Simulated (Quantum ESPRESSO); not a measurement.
# CdSe (Pm-3m) in Quantum ESPRESSO: reference runs, part 2 of 2

Quantum ESPRESSO 7.5. Earlier steps stand in the parts before.

## 3. Single point, PBE (atoms moved at random, drawn with an rms of 0.05 Å)

Input file pw.in:

```
&CONTROL
  calculation = 'scf'
  prefix = 'pwscf'
  outdir = './tmp'
  pseudo_dir = './pseudo'
  tprnfor = .true.
  tstress = .true.
  disk_io = 'nowf'
/
&SYSTEM
  ibrav = 0
  nat = 2
  ntyp = 2
  ecutwfc = 60
  ecutrho = 480
  nbnd = 15
  occupations = 'smearing'
  smearing = 'fd'
  degauss = 0.00367493
/
&ELECTRONS
  conv_thr = 4d-10
  electron_maxstep = 120
  mixing_beta = 0.5
/
ATOMIC_SPECIES
Cd   112.4140 Cd.pbe-dn-rrkjus_psl.0.3.1.UPF
Se    78.9710 Se_pbe_v1.uspp.F.UPF
CELL_PARAMETERS angstrom
   3.5568600000    0.0000000000    0.0000000000
   0.0000000000    3.5568600000    0.0000000000
   0.0000000000    0.0000000000    3.5568600000
ATOMIC_POSITIONS crystal
Cd     0.5036530000    0.4952770000    0.5057620000
Se    -0.0052830000    0.0049680000   -0.0132740000
K_POINTS automatic
8 8 8 0 0 0
```

Potentials or basis: SSSP 1.3 efficiency PBE.

On the command line:

```bash
$ OMP_NUM_THREADS=1 pw.x -in pw.in > pw.out
```

pw.out:

```text
This program is part of the open-source Quantum ESPRESSO suite
     for quantum simulation of materials; please cite
         "P. Giannozzi et al., J. Phys.:Condens. Matter 21 395502 (2009);
         "P. Giannozzi et al., J. Phys.:Condens. Matter 29 465901 (2017);
         "P. Giannozzi et al., J. Chem. Phys. 152 154105 (2020);
     in publications or presentations arising from this work. More details at

     file Cd.pbe-dn-rrkjus_psl.0.3.1.UPF: wavefunction(s)  4D renormalized

     G-vector sticks info
     --------------------
     sticks:   dense  smooth     PW     G-vecs:    dense   smooth      PW
     Sum        1741     869    261                54171    19093    3191

     Using Slab Decomposition

     bravais-lattice index     =            0
     lattice parameter (alat)  =       6.7215  a.u.
     unit-cell volume          =     303.6665 (a.u.)^3
     number of atoms/cell      =            2
     number of atomic types    =            2
     number of electrons       =        18.00
     number of Kohn-Sham states=           15
     kinetic-energy cutoff     =      60.0000  Ry
     charge density cutoff     =     480.0000  Ry
     scf convergence threshold =      4.0E-10
     mixing beta               =       0.5000
     number of iterations used =            8  plain     mixing
     Exchange-correlation= SLA  PW   PBE  PBE
                           (   1   4   3   4   0   0   0)

     celldm(1)=   6.721491  celldm(2)=   0.000000  celldm(3)=   0.000000
     celldm(4)=   0.000000  celldm(5)=   0.000000  celldm(6)=   0.000000

     crystal axes: (cart. coord. in units of alat)
               a(1) = (   1.000000   0.000000   0.000000 )
               a(2) = (   0.000000   1.000000   0.000000 )
               a(3) = (   0.000000   0.000000   1.000000 )

     reciprocal axes: (cart. coord. in units 2 pi/alat)
               b(1) = (  1.000000  0.000000  0.000000 )
               b(2) = (  0.000000  1.000000  0.000000 )
               b(3) = (  0.000000  0.000000  1.000000 )

     PseudoPot. # 1 for Cd read from file:
     Cd.pbe-dn-rrkjus_psl.0.3.1.UPF
     Pseudo is Ultrasoft + core correction, Zval = 12.0
     Generated using "atomic" code by A. Dal Corso  v.5.0.99 svn rev. 10869
     Using radial grid of 1239 points,  6 beta functions with:
                l(1) =   0
                l(2) =   0
                l(3) =   1
                l(4) =   1
                l(5) =   2
                l(6) =   2
     Q(r) pseudized with 0 coefficients

     PseudoPot. # 2 for Se read from file:
     Se_pbe_v1.uspp.F.UPF
     Pseudo is Ultrasoft + core correction, Zval =  6.0
     Generated by new atomic code, or converted to UPF format
     Using radial grid of  877 points,  6 beta functions with:
                l(1) =   0
                l(2) =   0
                l(3) =   1
                l(4) =   1
                l(5) =   2
                l(6) =   2
     Q(r) pseudized with  8 coefficients,  rinner =    1.300   1.300   1.300
                                                       1.300   1.300

     atomic species   valence    mass     pseudopotential
     Cd               12.00   112.41400     Cd( 1.00)
     Se                6.00    78.97100     Se( 1.00)

     No symmetry found

   Cartesian axes

     site n.     atom                  positions (alat units)
         1        Cd     tau(   1) = (   0.5036530   0.4952770   0.5057620  )
         2        Se     tau(   2) = (  -0.0052830   0.0049680  -0.0132740  )

     number of k points=   260  Fermi-Dirac smearing, width (Ry)=  0.0037

     Number of k-points >= 100: set verbosity='high' to print them.

     Dense  grid:    54171 G-vectors     FFT dimensions: (  48,  48,  48)

     Smooth grid:    19093 G-vectors     FFT dimensions: (  36,  36,  36)

     Initial potential from superposition of free atoms

     starting charge      17.9950, renormalised to      18.0000
     Starting wfcs are   13 randomized atomic wfcs +    2 random wfcs

     Self-consistent Calculation

     iteration #  1     ecut=    60.00 Ry     beta= 0.50
     Davidson diagonalization with overlap
     ethr =  1.00E-02,  avg # of iterations =  5.0

     Threshold (ethr) on eigenvalues was too large:
     Diagonalizing with lowered threshold

     Davidson diagonalization with overlap
     ethr =  2.24E-04,  avg # of iterations =  2.6

     total energy              =    -165.84446377 Ry
     estimated scf accuracy    <       0.04101212 Ry

     iteration #  2     ecut=    60.00 Ry     beta= 0.50
     Davidson diagonalization with overlap
     ethr =  2.28E-04,  avg # of iterations =  2.0

     total energy              =    -165.85321739 Ry
     estimated scf accuracy    <       0.00110734 Ry

     iteration #  3     ecut=    60.00 Ry     beta= 0.50
     Davidson diagonalization with overlap
     c_bands:  1 eigenvalues not converged
     ethr =  6.15E-06,  avg # of iterations =  6.1

     total energy              =    -165.85341724 Ry
     estimated scf accuracy    <       0.00025770 Ry

     iteration #  4     ecut=    60.00 Ry     beta= 0.50
     Davidson diagonalization with overlap
     ethr =  1.43E-06,  avg # of iterations =  3.2

     total energy              =    -165.85344659 Ry
     estimated scf accuracy    <       0.00004447 Ry

     iteration #  5     ecut=    60.00 Ry     beta= 0.50
     Davidson diagonalization with overlap
     ethr =  2.47E-07,  avg # of iterations =  4.7

     total energy              =    -165.85347070 Ry
     estimated scf accuracy    <       0.00001370 Ry

     iteration #  6     ecut=    60.00 Ry     beta= 0.50
     Davidson diagonalization with overlap
     ethr =  7.61E-08,  avg # of iterations =  2.7

     total energy              =    -165.85347355 Ry
     estimated scf accuracy    <       0.00000038 Ry

     iteration #  7     ecut=    60.00 Ry     beta= 0.50
     Davidson diagonalization with overlap
     ethr =  2.08E-09,  avg # of iterations =  7.1

     total energy              =    -165.85347417 Ry
     estimated scf accuracy    <       0.00000015 Ry

     iteration #  8     ecut=    60.00 Ry     beta= 0.50
     Davidson diagonalization with overlap
     ethr =  8.27E-10,  avg # of iterations =  2.1

     total energy              =    -165.85347420 Ry
     estimated scf accuracy    <          1.0E-09 Ry

     iteration #  9     ecut=    60.00 Ry     beta= 0.50
     Davidson diagonalization with overlap
     ethr =  5.67E-12,  avg # of iterations = 10.2

     total energy              =    -165.85347421 Ry
     estimated scf accuracy    <          1.1E-09 Ry

     iteration # 10     ecut=    60.00 Ry     beta= 0.50
     Davidson diagonalization with overlap
     ethr =  5.67E-12,  avg # of iterations =  2.0

     End of self-consistent calculation

     Number of k-points >= 100: set verbosity='high' to print the bands.

     the Fermi energy is     8.4984 ev

!    total energy              =    -165.85347421 Ry
     estimated scf accuracy    <          6.1E-11 Ry
     smearing contrib. (-TS)   =      -0.00101867 Ry
     internal energy E=F+TS    =    -165.85245554 Ry

     The total energy is F=E-TS. E is the sum of the following terms:
     one-electron contribution =     -31.90806811 Ry
     hartree contribution      =      31.76344633 Ry
     xc contribution           =     -72.56919112 Ry
     ewald contribution        =     -93.13864264 Ry

     convergence has been achieved in  10 iterations

     Forces acting on atoms (cartesian axes, Ry/au):

     atom    1 type  1   force =     0.00002435   -0.00002825    0.00011589
     atom    2 type  2   force =    -0.00002435    0.00002825   -0.00011589

     Total force =     0.000172     Total SCF correction =     0.000001

     Computing stress (Cartesian axis) and pressure

          total   stress  (Ry/bohr**3)                   (kbar)     P=        1.25
   0.00000920  -0.00000190   0.00000367            1.35       -0.28        0.54
  -0.00000190   0.00000910  -0.00000398           -0.28        1.34       -0.58
   0.00000367  -0.00000398   0.00000725            0.54       -0.58        1.07

=------------------------------------------------------------------------------=
   JOB DONE.
=------------------------------------------------------------------------------=
```

Run time: 2.7 min. Hardware: 1 thread of Arm Neoverse V2, shared host; peak memory 0.36 GiB.

Results:

```yaml
Free_energy: -2256.5515 eV
Pressure: 0.1 GPa
Largest_force: 0.003 eV/Å
Band_gap_on_the_k_mesh: none (metal or under the smearing width)
```

Forces in eV/Å, atoms in the order of the input:
```
Cd   0.001 -0.001  0.003
Se  -0.001  0.001 -0.003
```

Levels at points of the mesh, in eV from the Fermi level:
| k point | band 5 | band 6 | band 7 | band 8 | band 9 | band 10 | band 11 | band 12 | band 13 | band 14 |
| --- | --- | --- | --- | --- | --- | --- | --- | --- | --- | --- |
| (0.00, 0.00, 0.00) | -8.19 | -8.19 | -1.60 | -1.15 | -1.15 | -1.14 | 6.15 | 6.16 | 10.59 | 10.59 |
| (0.00, 0.00, -0.50) | -8.40 | -8.17 | -5.90 | 0.07 | 0.07 | 2.72 | 3.92 | 6.61 | 6.61 | 7.04 |
| (0.00, -0.50, -0.50) | -8.03 | -7.99 | -4.35 | -4.34 | -1.42 | 0.20 | 7.11 | 7.13 | 8.17 | 9.95 |
| (-0.50, -0.50, -0.50) | -8.03 | -8.02 | -2.16 | -2.15 | -2.14 | 1.45 | 1.49 | 1.49 | 1.68 | 16.77 |
| (-0.50, 0.00, 0.00) | -8.40 | -8.17 | -5.91 | 0.07 | 0.07 | 2.73 | 3.91 | 6.60 | 6.62 | 7.04 |
| (0.00, -0.50, 0.00) | -8.40 | -8.17 | -5.91 | 0.07 | 0.07 | 2.73 | 3.92 | 6.60 | 6.62 | 7.04 |
| (-0.50, 0.00, 0.50) | -8.03 | -7.99 | -4.35 | -4.34 | -1.43 | 0.20 | 7.11 | 7.13 | 8.17 | 9.95 |
| (-0.50, 0.50, 0.00) | -8.03 | -7.98 | -4.35 | -4.34 | -1.43 | 0.20 | 7.12 | 7.13 | 8.15 | 9.97 |

## 4. Single point, PBE, 21.15 Å³/atom

pw.in: that of step 3 with these lines changed.

```diff
@@ -29,8 +29,8 @@
 CELL_PARAMETERS angstrom
-   3.5568600000    0.0000000000    0.0000000000
-   0.0000000000    3.5568600000    0.0000000000
-   0.0000000000    0.0000000000    3.5568600000
+   3.4842506466    0.0000000000    0.0000000000
+   0.0000000000    3.4842506466    0.0000000000
+   0.0000000000    0.0000000000    3.4842506466
 ATOMIC_POSITIONS crystal
-Cd     0.5036530000    0.4952770000    0.5057620000
-Se    -0.0052830000    0.0049680000   -0.0132740000
+Cd     0.5000000000    0.5000000000    0.5000000000
+Se     0.0000000000    0.0000000000    0.0000000000
 K_POINTS automatic
```

On the command line:

```bash
$ OMP_NUM_THREADS=1 pw.x -in pw.in > pw.out
```

Run time: 23 s. Hardware: 1 thread of Arm Neoverse V2, shared host; peak memory 0.22 GiB.

It converged, with:

| Quantity | Value |
| --- | --- |
| Free energy | -2256.5170 eV |
| Pressure | 4.1 GPa |
| Band gap on the k mesh | none (metal or under the smearing width) |

## 5. Single point, PBE, 21.60 Å³/atom

pw.in: that of step 4 with these lines changed.

```diff
@@ -29,5 +29,5 @@
 CELL_PARAMETERS angstrom
-   3.4842506466    0.0000000000    0.0000000000
-   0.0000000000    3.4842506466    0.0000000000
-   0.0000000000    0.0000000000    3.4842506466
+   3.5087884315    0.0000000000    0.0000000000
+   0.0000000000    3.5087884315    0.0000000000
+   0.0000000000    0.0000000000    3.5087884315
 ATOMIC_POSITIONS crystal
```

On the command line:

```bash
$ OMP_NUM_THREADS=1 pw.x -in pw.in > pw.out
```

Wall time 23 s (1 thread of Arm Neoverse V2, shared host); peak memory 0.23 GiB.

It converged, with:

| Property | Result |
| --- | --- |
| Free energy | -2256.5363 eV |
| Pressure | 2.6 GPa |
| Band gap on the k mesh | none (metal or under the smearing width) |

## 6. Single point, PBE, 22.05 Å³/atom

pw.in: that of step 5 with these lines changed.

```diff
@@ -29,5 +29,5 @@
 CELL_PARAMETERS angstrom
-   3.5087884315    0.0000000000    0.0000000000
-   0.0000000000    3.5087884315    0.0000000000
-   0.0000000000    0.0000000000    3.5087884315
+   3.5329877371    0.0000000000    0.0000000000
+   0.0000000000    3.5329877371    0.0000000000
+   0.0000000000    0.0000000000    3.5329877371
 ATOMIC_POSITIONS crystal
```

Potentials or basis: SSSP 1.3 efficiency PBE.

On the command line:

```bash
$ OMP_NUM_THREADS=1 pw.x -in pw.in > pw.out
```

It took 28 s on 1 thread of Arm Neoverse V2, shared host; peak memory 0.23 GiB.

The run converged. Its results:

| Quantity | Value |
| --- | --- |
| Free energy | -2256.5475 eV |
| Pressure | 1.2 GPa |
| Band gap on the k mesh | none (metal or under the smearing width) |

## 7. Single point, PBE, 22.50 Å³/atom

pw.in: that of step 6 with these lines changed.

```diff
@@ -29,5 +29,5 @@
 CELL_PARAMETERS angstrom
-   3.5329877371    0.0000000000    0.0000000000
-   0.0000000000    3.5329877371    0.0000000000
-   0.0000000000    0.0000000000    3.5329877371
+   3.5568600000    0.0000000000    0.0000000000
+   0.0000000000    3.5568600000    0.0000000000
+   0.0000000000    0.0000000000    3.5568600000
 ATOMIC_POSITIONS crystal
```

On the command line:

```bash
$ OMP_NUM_THREADS=1 pw.x -in pw.in > pw.out
```

It took 37 s on 1 thread of Arm Neoverse V2, shared host; peak memory 0.23 GiB.

It converged, with:

```yaml
Free_energy: -2256.5513 eV
Pressure: 0.0 GPa
Band_gap_on_the_k_mesh: none (metal or under the smearing width)
```

## 8. Single point, PBE, 22.95 Å³/atom

pw.in: that of step 7 with these lines changed.

```diff
@@ -29,5 +29,5 @@
 CELL_PARAMETERS angstrom
-   3.5568600000    0.0000000000    0.0000000000
-   0.0000000000    3.5568600000    0.0000000000
-   0.0000000000    0.0000000000    3.5568600000
+   3.5804160507    0.0000000000    0.0000000000
+   0.0000000000    3.5804160507    0.0000000000
+   0.0000000000    0.0000000000    3.5804160507
 ATOMIC_POSITIONS crystal
```

On the command line:

```bash
$ OMP_NUM_THREADS=1 pw.x -in pw.in > pw.out
```

Run time: 49 s. Hardware: 1 thread of Arm Neoverse V2, shared host; peak memory 0.24 GiB.

Results (log left out):

- Free energy: -2256.5486 eV
- Pressure: -1.1 GPa
- Band gap on the k mesh: none (metal or under the smearing width)

## 9. Single point, PBE, 23.40 Å³/atom

pw.in: that of step 8 with these lines changed.

```diff
@@ -29,5 +29,5 @@
 CELL_PARAMETERS angstrom
-   3.5804160507    0.0000000000    0.0000000000
-   0.0000000000    3.5804160507    0.0000000000
-   0.0000000000    0.0000000000    3.5804160507
+   3.6036661571    0.0000000000    0.0000000000
+   0.0000000000    3.6036661571    0.0000000000
+   0.0000000000    0.0000000000    3.6036661571
 ATOMIC_POSITIONS crystal
```

Potentials or basis: SSSP 1.3 efficiency PBE.

On the command line:

```bash
$ OMP_NUM_THREADS=1 pw.x -in pw.in > pw.out
```

Wall time 46 s (1 thread of Arm Neoverse V2, shared host); peak memory 0.24 GiB.

The run converged. Its results:

```yaml
Free_energy: -2256.5401 eV
Pressure: -2.1 GPa
Band_gap_on_the_k_mesh: none (metal or under the smearing width)
```

## 10. Single point, PBE, 23.85 Å³/atom

pw.in: that of step 9 with these lines changed.

```diff
@@ -29,5 +29,5 @@
 CELL_PARAMETERS angstrom
-   3.6036661571    0.0000000000    0.0000000000
-   0.0000000000    3.6036661571    0.0000000000
-   0.0000000000    0.0000000000    3.6036661571
+   3.6266200636    0.0000000000    0.0000000000
+   0.0000000000    3.6266200636    0.0000000000
+   0.0000000000    0.0000000000    3.6266200636
 ATOMIC_POSITIONS crystal
```

On the command line:

```bash
$ OMP_NUM_THREADS=1 pw.x -in pw.in > pw.out
```

It took 31 s on 1 thread of Arm Neoverse V2, shared host; peak memory 0.25 GiB.

Results (log left out):

```yaml
Free_energy: -2256.5263 eV
Pressure: -3.0 GPa
Band_gap_on_the_k_mesh: none (metal or under the smearing width)
```

## 11. Equation of state, PBE

Potentials or basis: SSSP 1.3 efficiency PBE.

No new run: the results of the series are fitted here.

Results:

```
Equilibrium volume                      : 22.53 Å³/atom
Bulk modulus                            : 58 GPa
Pressure derivative of the bulk modulus : 4.5
```

Energy against volume, from the lowest point:
```tsv
volume (Å³/atom)	energy (meV/atom)
21.149	17.16
21.599	7.50
22.049	1.93
22.499	0.00
22.949	1.35
23.399	5.63
23.849	12.53
```

## 12. Overview

```tsv
task	cell	gap on the mesh (eV)	pressure (GPa)
single point	as given	none	0.0
single point	atoms moved at random, drawn with an rms of 0.05 Å	none	0.1
equation of state	as given	-	-
```

Alike in all rows: level PBE; potentials or basis SSSP 1.3 efficiency PBE; no spin polarisation; k mesh 8 × 8 × 8; cutoff (eV) 816; smearing fermi-dirac 0.05 eV.

Absolute energies hang on the potentials; compare differences alone.
